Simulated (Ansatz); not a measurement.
## Te$_{2}$Mo: a vibration from a frozen displacement

Theory: Ansatz, DFT r2SCAN, scalar-relativistic, plane waves, PAW. Cutoff 500 eV, Γ-centred 12×12×2 k-points, Gaussian smearing of 0.05 eV. Spin–orbit coupling is left out, which matters for the heavy elements here. No spin polarisation. Energies are free energies at this smearing, counted from the undisturbed cell; pressure is positive in compression.

The undisturbed cell (as given, not relaxed at this level; it stands at 0.0 GPa; this form isn't the usual structure):

```xyz
3
Lattice="3.5602 0.0000 0.0000 -1.7801 3.0833 0.0000 0.0000 0.0000 17.5241" Properties=species:S:1:pos:R:3 pbc="T T T"
Te    0.0000    2.0555   15.7341
Te    0.0000    2.0555    1.7900
Mo   -1.7801    3.0833    0.0000
```

The cell holds layers and no dispersion correction was added, so their binding is poorly described.

Every Te atom is moved by x along the Cartesian unit vector (0.000, -0.754, 0.657); the cell and all other atoms stay fixed. The cell's volume is 192.36 Å³; the moved atoms weigh 255.200 u together and the others 95.950 u.

```csv
x (Å),ΔE (meV/cell),total force on the moved atoms along the move (eV/Å),pressure (GPa)
-0.1000,87.81,1.7537,0.1719
-0.0750,49.44,1.3163,0.0974
-0.0500,22.00,0.8788,0.0439
-0.0250,5.51,0.4402,0.0116
0.0000,0.00,0.0000,0.0009
0.0250,5.53,-0.4428,0.0117
0.0500,22.17,-0.8890,0.0447
0.0750,50.02,-1.3400,0.0999
0.0875,68.19,-1.5677,0.1361
0.1000,89.21,-1.7971,0.1779
```

Problem. What frequency belongs to this motion?

Solution. The force constant is k = −dF/dx = 17.659 eV/Å², from the parabola through x = -0.0250, 0 and 0.0250. In every cell the moved atoms swing against the rest, so the mass is μ = m₁m₂/(m₁ + m₂) = 69.732 u, and ν̃ = 521.5 cm⁻¹ × √(|k|/μ) = 262 cm⁻¹. The pattern needn't be a normal mode: ν̃² is then a weighted mean of the squared nonzero frequencies at the zone centre of this cell, taken without macroscopic field, so it lies between the lowest and the highest of them.

Problem. How far does the harmonic law reach?

Solution. At x = -0.100 Å, kx²/2 = 88.30 meV against the computed 87.81 meV (-0.5 %): the well is still close to harmonic there.

Problem. The pressure changes with x². What does that say about the frequency under compression?

Solution. With E = k(V)x²/2, k ∝ V^(−2γ) and x scaling with the cell as V^(1/3), P − P0 = −∂E/∂V = (2γ − 2/3) ΔE/V. At x = 0.0500 Å, V(P − P0) = 192.36 × 0.04379 / 160.2 eV = 52.58 meV and ΔE = 22.17 meV, so γ = 1/3 + V(P − P0)/(2ΔE) = 1.52. This is the Grüneisen parameter of the motion under uniform scaling of the cell: shrinking the cell evenly by 1 % in volume raises the frequency by about 1.52 %.